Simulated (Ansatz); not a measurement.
# A computed series for NaCl: pressure series

Start from NaCl in the rock salt structure (space group Fm-3m, No. 225; a = 5.696 Å).

Cell and atoms are relaxed at each pressure.

Level of theory: PBE (Ansatz, a quantum-chemistry and plane-wave program, PAW, no spin-orbit coupling).

| change | band gap | electron mass | width of the top valence band | volume per atom |
|---|---|---|---|---|
| base | 5.00 eV | 0.40 mₑ (at Γ) | 0.71 eV | 23.09 Å³ |
| pressure −2 GPa | 4.62 eV | 0.42 mₑ (at Γ) | 0.59 eV | 25.74 Å³ |
| pressure −1 GPa | 4.83 eV | 0.41 mₑ (at Γ) | 0.66 eV | 24.21 Å³ |
| pressure 0.3 GPa | 5.04 eV | 0.40 mₑ (at Γ) | 0.73 eV | 22.81 Å³ |
| pressure 0.7 GPa | 5.10 eV | 0.40 mₑ (at Γ) | 0.75 eV | 22.46 Å³ |
| pressure 1.5 GPa | 5.21 eV | 0.40 mₑ (at Γ) | 0.79 eV | 21.84 Å³ |
| pressure 3 GPa | 5.40 eV | 0.39 mₑ (at Γ) | 0.85 eV | 20.89 Å³ |
| pressure 5 GPa | 5.61 eV | 0.39 mₑ (at Γ) | 0.92 eV | 19.89 Å³ |
| pressure 7.5 GPa | 5.85 eV | 0.38 mₑ (at Γ) | 1.00 eV | 18.92 Å³ |
| pressure 10 GPa | 6.06 eV | 0.38 mₑ (at Γ) | 1.08 eV | 18.14 Å³ |

Load acts through the strain it causes; cell and atoms are relaxed under it. Effective masses come from finite differences of ±0.01 Å⁻¹. No phonon test of stability was made. No other phases were tried under pressure.
